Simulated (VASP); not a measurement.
Runs of VASP 6.6.1 on Si. Symmetry: Pm-3m, No. 221, cubic system. The conventional cell has a = 2.590 Å, b = 2.590 Å, c = 2.590 Å, α = 90.00°, β = 90.00°, γ = 90.00°. Si (site symmetry m-3m) is surrounded by 6 Si at 2.59 Å. This isn't the form of Si at room conditions, which is diamond.

| cell | k mesh | gap on the mesh (eV) | pressure (GPa) |
| --- | --- | --- | --- |
| Pm-3m, 17.36 Å³/atom | 20 × 20 × 20 | none | 0.4 |
| Pm-3m, 18.75 Å³/atom | 14 × 14 × 14 | none | -4.5 |
| Pm-3m, 15.28 Å³/atom | 14 × 14 × 14 | none | 14.1 |
| Pm-3m, 16.67 Å³/atom | 14 × 14 × 14 | none | (a) |

Alike in all rows: task single point; level BLYP; potentials or basis VASP PAW PBE potentials, release 64 (Si); no spin polarisation; cutoff (eV) 520; smearing fermi-dirac 0.1 eV.

Problem. Estimate the missing entries.

Solution. (a) 4.1.

Caveats: the PAW data sets were made with another functional, which shifts forces and pressure a little.

A gap of «none» marks a metal or a gap under the smearing width.
